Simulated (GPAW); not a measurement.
## TiC: energy against volume and a worked fit

Symmetry: Fm-3m, No. 225, cubic system. The conventional cell has a = 4.331 Å, b = 4.331 Å, c = 4.331 Å, α = 90.00°, β = 90.00°, γ = 90.00°. Ti (site symmetry m-3m) is surrounded by 6 C at 2.17 Å. C (site symmetry m-3m) has 6 Ti at 2.17 Å as nearest neighbours.

The cell is a database's computed one, not the measured one.

The cell was scaled at fixed shape and fractions and run with GPAW, GPAW PAW data sets (gpaw-data 1.2.1), cutoff 800 eV; PBE+D3(BJ), k mesh 9 × 9 × 9 on the cell of 2 atoms, fermi-dirac occupations of 0.05 eV, no spin polarisation, no spin-orbit coupling. Energies are those that the program minimises, any entropy of the smearing included. For a metal such a mesh isn't converged to the digits shown.

| V (Å³/atom) | energy over the lowest row (meV/atom) |
| --- | --- |
| 9.5485 | 12.74 |
| 9.7516 | ? |
| 9.9548 | 0.00 |
| 10.1580 | 4.20 |
| 10.3611 | 14.48 |
| 10.5643 | 30.28 |
| 10.7674 | 51.15 |

**Question.** Fit the third-order Birch-Murnaghan form, give V0, B0 and B′, and predict the energy left open.

**Answer.** With y = (V0/V)^(2/3), E = E0 + (9 V0 B0/16) [(y - 1)³ B′ + (y - 1)² (6 - 4y)]. Least squares through the rows shown give V0 = 9.9283 Å³/atom, E0 = -0.04 meV, B0 = 264.4 GPa (1 eV/Å³ = 160.218 GPa) and B′ = 3.94, with a largest miss of 0.02 meV. At V = 9.7516 the form with these constants gives 2.63 meV; the run gave 2.60 meV an atom. Measured volume: 10.13 Å³/atom (a printed reference work), so the fit lies -2.0 % from it. The runs are for a static lattice.
